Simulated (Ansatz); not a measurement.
# From the elastic tensor of TiAl₃ at 35 GPa (stress–strain coefficients) to moduli and sound speeds

The calculation used DFT PBEsol, scalar-relativistic, plane waves, PAW (Ansatz). Plane waves to 420 eV; Γ-centred k mesh 16×16×16; Fermi-Dirac smearing of 0.15 eV. No spin polarisation.

The structure is tetragonal, space group I4/mmm (No. 139). The conventional cell has a = 3.569 Å, b = 3.569 Å, c = 7.947 Å, α = 90.00°, β = 90.00°, γ = 90.00°. Ti (site symmetry 4/mmm) is surrounded by 12 Al at 2.52 to 2.67 Å. Al (site symmetry 4/mmm) has 4 Ti at 2.52 Å and 8 Al at 2.67 Å as nearest neighbours. Al (site symmetry -4m2) is surrounded by 8 Al at 2.52 to 2.67 Å and 4 Ti at 2.67 Å.

In a metal, frequencies and elastic constants depend on the k mesh and the smearing, soft modes and shear constants most. Other phases may be more stable at this pressure.

Relaxed-ion constants (GPa, on the Cartesian axes of the calculation):
```
360.4 209.8 140.5   0.0   0.0   0.0
209.8 360.4 140.5   0.0   0.0   0.0
140.4 140.4 425.1   0.0   0.0   0.0
  0.0   0.0   0.0 178.1   0.0   0.0
  0.0   0.0   0.0   0.0 178.1   0.0
  0.0   0.0   0.0   0.0   0.0 242.9
```

Density 4.226 g/cm³; 4 atoms in 50.61 Å³.

The values that follow are for a polycrystal of randomly turned grains, by Hill's mean where one number stands.

With S = C⁻¹: B_V = (C11+C22+C33+2(C12+C13+C23))/9, G_V = (C11+C22+C33−C12−C13−C23+3(C44+C55+C66))/15, 1/B_R = S11+S22+S33+2(S12+S13+S23), 15/G_R = 4(S11+S22+S33−S12−S13−S23)+3(S44+S55+S66); Hill is their mean. Then v_l = √((B+4G/3)/ρ), v_t = √(G/ρ), v_m = [(2/v_t³+1/v_l³)/3]^(−1/3) and Θ = (ħ/k_B)·v_m·(6π²n/V)^(1/3) for n atoms in the volume V; E = 9BG/(3B+G), ν = (3B−2G)/(2(3B+G)) and A^U = 5G_V/G_R + B_V/B_R − 6.

```json
{
  "Bulk modulus, Voigt / Reuss / Hill": "236.4 / 236.4 / 236.4 GPa",
  "Shear modulus, Voigt / Reuss / Hill": "163.5 / 140.4 / 151.9 GPa",
  "Young's modulus": "375 GPa",
  "Poisson ratio": "0.235",
  "Pugh ratio B/G": "1.56",
  "Universal anisotropy index": "0.82",
  "Longitudinal and transverse sound speeds": "10191 and 5996 m/s",
  "Debye temperature from the mean sound speed": "849 K"
}
```

Cost: 1 run of about 7.9 core-minutes, on Intel Xeon Platinum 8488C (Sapphire Rapids) (shared hosts).

The anisotropy of compressed TiAl₃ lies almost entirely in shear. The Voigt and Reuss bulk moduli coincide at 236.4 GPa, so a and c shorten at nearly the same relative rate under further hydrostatic load, even though C33 exceeds C11. The shear bounds, by contrast, separate to 163.5 and 140.4 GPa.

The geometry of the basal plane accounts for much of this. The short Ti–Al contacts lie along its diagonals, so the C66 shear stretches and compresses them directly, whereas the shear governed by C11 − C12 mainly rotates them and is much softer. C12 lies below C66 and C13 below C44, although pressure acting on central forces would favour the opposite order. This suggests a strong angular contribution to the bonding, probably from Ti d–Al p hybridisation.

The tensor is positive definite, so the lattice resists every small homogeneous strain at this pressure; stability against phonons of finite wavevector does not follow from it.
